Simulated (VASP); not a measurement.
The system is SnSe.

```
Sn Se
1.0
     0.00000    3.00211    3.00211
     3.00211    0.00000    3.00211
     3.00211    3.00211    0.00000
Sn Se
1 1
Direct
  0.00000 0.00000 0.00000
  0.50000 0.50000 0.50000
```

The cell was built by a generator and needn't be a form met in nature.

Base run:

```yaml
Program: VASP 6.6.1
Functional: PBEsol
Potentials_or_basis: VASP PAW PBE potentials, release 64 (Sn_d, Se)
Cutoff: 520 eV
k_mesh: 6 × 6 × 6
Occupations: gaussian, width 0.01 eV
Spin: no spin polarisation
```

Its results: band gap on the k mesh 0.68 eV, direct; pressure -1.9 GPa.

Question: The run is repeated on the same cell with these changes: functional from PBEsol to PBE-based screened hybrid; k mesh from 6 × 6 × 6 to 4 × 4 × 4. What comes out?

Answer: Band gap on the k mesh 0.68 eV, direct; pressure -1.5 GPa.

Several settings changed at once, so the effect can't be laid on one alone.

Caveats: some runs use coarse meshes; the PAW data sets were made with another functional, which shifts forces and pressure a little; spin-orbit coupling is left out, which moves the levels of the heavy elements.

A k mesh can miss the band edges.
